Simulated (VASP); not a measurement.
Sc, 1 atom in the cell. Symmetry: Fm-3m, No. 225, cubic system. Conventional cell: a = 4.642 Å, b = 4.642 Å, c = 4.642 Å, α = 90.00°, β = 90.00°, γ = 90.00°. Sc (site symmetry m-3m) is surrounded by 12 Sc at 3.28 Å. The cell was built by a generator and needn't be a form met in nature.

- Program: VASP 6.6.1
- Task: relaxation of cell and atoms
- Functional: RPBE
- Potentials or basis: VASP PAW PBE potentials, release 64 (Sc_sv)
- Cutoff: 600 eV
- k mesh: 12 × 12 × 12
- Occupations: fermi-dirac, width 0.1 eV
- Spin: no spin polarisation
- Dipole correction: no
- Further INCAR settings: ALGO = Normal; EDIFF = 1e-06; IBRION = 2; EDIFFG = -0.01; NSW = 80; ISIF = 3

Potentials or basis: VASP PAW PBE potentials, release 64 (Sc_sv).

Launch:

```bash
$ cat potpaw_PBE.64/Sc_sv/POTCAR > POTCAR
$ mpirun -np 1 vasp_std > vasp.out
```

Hardware: 1 thread of Intel(R) Xeon(R) 6975P-C (Granite Rapids), with other jobs on the host.

**Question.** How long does it take, and how much memory?

**Answer.** It took 18 s on 1 thread of Intel(R) Xeon(R) 6975P-C (Granite Rapids), on a shared host, peak memory 0.18 GiB. Counts: scf iterations 23, k points 72, ion steps 3.
